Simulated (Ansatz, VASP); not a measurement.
# One calculation of PtSe2 (Sudovikovite), two programs

```
CELL_PARAMETERS angstrom
3.73483 0.00000 0.00000
-1.86741 3.23446 0.00000
0.00000 0.00000 40.76811
ATOMIC_POSITIONS crystal
Se 0.66667 0.33333 0.40695
Se 0.33333 0.66667 0.47097
Se 0.66667 0.33333 0.52903
Se 0.33333 0.66667 0.59305
Pt 0.00000 0.00000 0.43935
Pt 0.00000 0.00000 0.56065
```

Alike in both runs: task single point; functional PBE; dispersion D3(BJ); k mesh 12 × 12 × 1; occupations gaussian, width 0.02 eV; no spin polarisation.

```csv
,VASP,Ansatz
version,VASP 6.6.1,Ansatz 0.2.0
potentials or method,"VASP PAW PBE potentials, release 64 (Se, Pt)","scalar-relativistic, plane waves, PAW"
plane-wave cutoff (eV),520,420
valence electrons in the cell,44,100
```

```tsv
	VASP	Ansatz	Ansatz less VASP
gap on the k mesh at the Fermi level (eV)	0.24	0.26	+0.012
least direct gap on the mesh (eV)	0.93	0.94	+0.007
```

The functional is the same, so the differences come from potentials, cutoffs and numerics. The two sets of potentials don't hold the same shells in valence.

Caveats: spin-orbit coupling is left out, which moves the levels of the heavy elements.
